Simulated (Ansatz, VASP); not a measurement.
# CdTe: VASP beside Ansatz

POSCAR

```
CdTe
1.0
    0.0000000000      3.1419464457      3.1419464457
    3.1419464457      0.0000000000      3.1419464457
    3.1419464457      3.1419464457      0.0000000000
Cd Te
1 1
Direct
    0.0000000000      0.0000000000      0.0000000000
    0.2500000000      0.2500000000      0.2500000000
```

File INCAR.step1:

```
SYSTEM = CdTe
PREC = Accurate ; ENCUT = 520
ISMEAR = 0 ; SIGMA = 0.05
LREAL = .FALSE. ; LASPH = .TRUE.
NELM = 100 ; NBANDS = 16
GGA = PE ; ALGO = Normal
EDIFF = 1E-4 ; LWAVE = .TRUE.
LCHARG = .FALSE.
```

INCAR.step2

```
SYSTEM = CdTe
PREC = Accurate ; ENCUT = 520
EDIFF = 1E-6 ; ISMEAR = 0
SIGMA = 0.05 ; LREAL = .FALSE.
LASPH = .TRUE. ; NELM = 100
ALGO = Normal ; ISIF = 2
LWAVE = .FALSE. ; LCHARG = .FALSE.
METAGGA = R2SCAN ; LMIXTAU = .TRUE.
NBANDS = 16 ; ISTART = 1
```

The input KPOINTS:

```
Automatic mesh
0
G
  10 10 10
  0 0 0
```

Input for Ansatz:

```yaml
crystal:
  lattice:
    - [0.0, 3.1419464457, 3.1419464457]
    - [3.1419464457, 0.0, 3.1419464457]
    - [3.1419464457, 3.1419464457, 0.0]
  atoms:
    - { symbol: Cd, position: [0.0, 0.0, 0.0] }
    - { symbol: Te, position: [0.25, 0.25, 0.25] }
basis:
  ecutwfc: 500
  ecutrho_ratio: 4
kpoints:
  mp_grid: { grid: [10, 10, 10] }
hamiltonian:
  xc: r2scan
scf:
  occupations: { method: gaussian, width: 0.05 }
output:
  forces: true
  stress: true
  eigenvalues: true
```

Alike in both runs: task single point; functional r2SCAN; k mesh 10 × 10 × 10; occupations gaussian, width 0.05 eV; no spin polarisation.

```csv
,VASP,Ansatz
version,VASP 6.6.1,Ansatz 0.2.0
potentials or method,"VASP PAW PBE potentials, release 64 (Cd, Te)","scalar-relativistic, plane waves, PAW"
plane-wave cutoff (eV),520,500
valence electrons in the cell,18,36
```

```csv
,VASP,Ansatz,Ansatz less VASP
gap on the k mesh at the Fermi level (eV),1.58,1.58,0.000
least direct gap on the mesh (eV),1.58,1.58,0.000
pressure (GPa),7.1,6.9,-0.19
```

The functional is the same, so the differences come from potentials, cutoffs and numerics. The two sets of potentials don't hold the same shells in valence.

Caveats: the PAW data sets were made with another functional, which shifts forces and pressure a little (VASP); spin-orbit coupling is left out, which moves the levels of the heavy elements. r2SCAN opens gaps a little over a GGA but as a rule still falls short of measured ones.
